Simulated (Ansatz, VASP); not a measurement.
**TaN in VASP and in Ansatz**

File INCAR:

```
SYSTEM = TaN
PREC = Accurate
ENCUT = 520
EDIFF = 1E-6
ISMEAR = 0
SIGMA = 0.15
LREAL = .FALSE.
LASPH = .TRUE.
NELM = 60
ALGO = Normal
ISIF = 2
LWAVE = .FALSE.
LCHARG = .FALSE.
GGA = CA
NBANDS = 15
```

KPOINTS

```
regular mesh
0
G
  18 18 18
  0 0 0
```

The input POSCAR:

```
TaN
1.0
    0.0000000000      2.2101387059      2.2101387059
    2.2101387059      0.0000000000      2.2101387059
    2.2101387059      2.2101387059      0.0000000000
Ta N
1 1
Direct
    0.5000000000      0.5000000000      0.5000000000
    0.0000000000      0.0000000000      0.0000000000
```

Input for Ansatz:

```yaml
crystal:
  lattice:
    - [0.0, 2.2101387059, 2.2101387059]
    - [2.2101387059, 0.0, 2.2101387059]
    - [2.2101387059, 2.2101387059, 0.0]
  atoms:
    - { symbol: Ta, position: [0.5, 0.5, 0.5] }
    - { symbol: "N", position: [0.0, 0.0, 0.0] }
basis:
  ecutwfc: 520.0
kpoints:
  mp_grid: { grid: [18, 18, 18] }
hamiltonian:
  xc: lda
  pseudopotentials: { kind: paw, azcp: { folder: soft_1 } }
scf:
  occupations: { method: gaussian, width: 0.15 }
output:
  forces: true
  stress: true
  eigenvalues: true
```

Change from the starting cell: mode 4 frozen in at +0.000 Å, equal normal strain along x, y and z +0.0167.

Alike in both runs: task single point; functional LDA; k mesh 18 × 18 × 18; occupations gaussian, width 0.15 eV; no spin polarisation.

|  | VASP | Ansatz |
| --- | --- | --- |
| version | VASP 6.6.1 | Ansatz 0.2.0 |
| potentials or method | VASP PAW LDA potentials, release 64 (Ta_pv, N) | scalar-relativistic, plane waves, PAW |
| plane-wave cutoff (eV) | 520 | 520 |
| valence electrons in the cell | 16 | 18 |

Ansatz gave:

| Property | Result |
| --- | --- |
| gap on the k mesh at the Fermi level (eV) | none |
| pressure (GPa) | -16.8 |

Which values does VASP return?

gap on the k mesh at the Fermi level (eV): none; pressure (GPa): -14.9.

A gap of «none» marks a metal or a gap that the smearing closes. The two sets of potentials don't hold the same shells in valence. Ansatz warned: «pseudo_functional_mismatch».

The runs have no spin-orbit coupling, so splittings on Ta are missing.
